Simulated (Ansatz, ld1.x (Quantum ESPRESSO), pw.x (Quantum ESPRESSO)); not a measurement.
# pw.x on bcc S: one setting changed

Potential: norm-conserving Troullier–Martins (Kleinman–Bylander form), ld1.x (Quantum ESPRESSO) 7.5, PBE; core [Ne], reference 3s2 3p4; waves: 3s (bound): rc 1.45 bohr; 3p (bound): rc 1.75 bohr; 3d channel at 0.05 Ry: rc 1.70 bohr; local part: all-electron potential smoothed inside 1.30 bohr (lloc = -1); core correction: a·sin(br)/r model core inside 1.50 bohr.

The reference run (k-mesh 15³, cutoffs 75/300 Ry, Fermi–Dirac 0.01 Ry, mixing_beta 0.4, conv_thr 1e-9, no spin) gives 0.46 GPa at 15.679 Å³/atom, where all-electron LAPW gives 0.88 GPa. This run, with its own iteration cap, changes degauss to 0.005.

```
&control
  calculation='scf', prefix='x', pseudo_dir='./', outdir='./tmp', tstress=.true., disk_io='none'
/
&system
  ibrav=0, nat=1, ntyp=1, ecutwfc=75, ecutrho=300, nbnd=10,
  occupations='smearing', smearing='fd', degauss=0.005
/
&electrons
  conv_thr=1e-09, mixing_beta=0.4, electron_maxstep=60
/
ATOMIC_SPECIES
S 1.0 S.UPF
CELL_PARAMETERS angstrom
  -1.57671351 1.57671351 1.57671351
  1.57671351 -1.57671351 1.57671351
  1.57671351 1.57671351 -1.57671351
ATOMIC_POSITIONS crystal
S 0.0000 0.0000 0.0000
K_POINTS automatic
15 15 15 0 0 0
```

```bash
pw.x < S.scf.in > S.scf.out
```

How does the run end?

It converges in 7 iterations; the free energy moves by +20.4 meV/atom and the pressure by -0.17 GPa. In a metal, with Fermi–Dirac smearing, F lies below its zero-width value by a term in the square of the width.

```
Message from routine setup:
     using ibrav=0 with symmetry is DISCOURAGED, use correct ibrav instead
     lattice parameter (alat)  =       5.1607  a.u.
     unit-cell volume          =     105.8071 (a.u.)^3
     number of electrons       =         6.00
     number of Kohn-Sham states=           10
     kinetic-energy cutoff     =      75.0000  Ry
     charge density cutoff     =     300.0000  Ry
     scf convergence threshold =      1.0E-09
     Exchange-correlation= PBE
     number of k points=   120  Fermi-Dirac smearing, width (Ry)=  0.0050
     iteration #  1     ecut=    75.00 Ry     beta= 0.40
     total energy              =     -20.44275703 Ry
     estimated scf accuracy    <       0.00097733 Ry
     iteration #  2     ecut=    75.00 Ry     beta= 0.40
     total energy              =     -20.44283859 Ry
     estimated scf accuracy    <       0.00029440 Ry
     iteration #  3     ecut=    75.00 Ry     beta= 0.40
     total energy              =     -20.44286344 Ry
     estimated scf accuracy    <       0.00000984 Ry
     iteration #  4     ecut=    75.00 Ry     beta= 0.40
     total energy              =     -20.44286432 Ry
     estimated scf accuracy    <       0.00000002 Ry
     iteration #  5     ecut=    75.00 Ry     beta= 0.40
     total energy              =     -20.44286438 Ry
     estimated scf accuracy    <          3.7E-09 Ry
     iteration #  6     ecut=    75.00 Ry     beta= 0.40
     total energy              =     -20.44286439 Ry
     estimated scf accuracy    <          5.9E-09 Ry
     iteration #  7     ecut=    75.00 Ry     beta= 0.40
     the Fermi energy is     9.3099 ev
!    total energy              =     -20.44286439 Ry
     estimated scf accuracy    <          9.4E-10 Ry
     smearing contrib. (-TS)   =      -0.00114050 Ry
     The total energy is F=E-TS. E is the sum of the following terms:
     one-electron contribution =       5.12983877 Ry
     hartree contribution      =       0.94329144 Ry
     xc contribution           =      -4.52963669 Ry
     ewald contribution        =     -21.98521742 Ry
     convergence has been achieved in   7 iterations
          total   stress  (Ry/bohr**3)                   (kbar)     P=        2.89
     Message from routine punch:
     Nothing written, as per user request (disk_io='none')
```

The run took about 9.7 s on one core of a shared host (Intel(R) Xeon(R) Gold 6455B, 64 threads, 503 GiB, load 20).
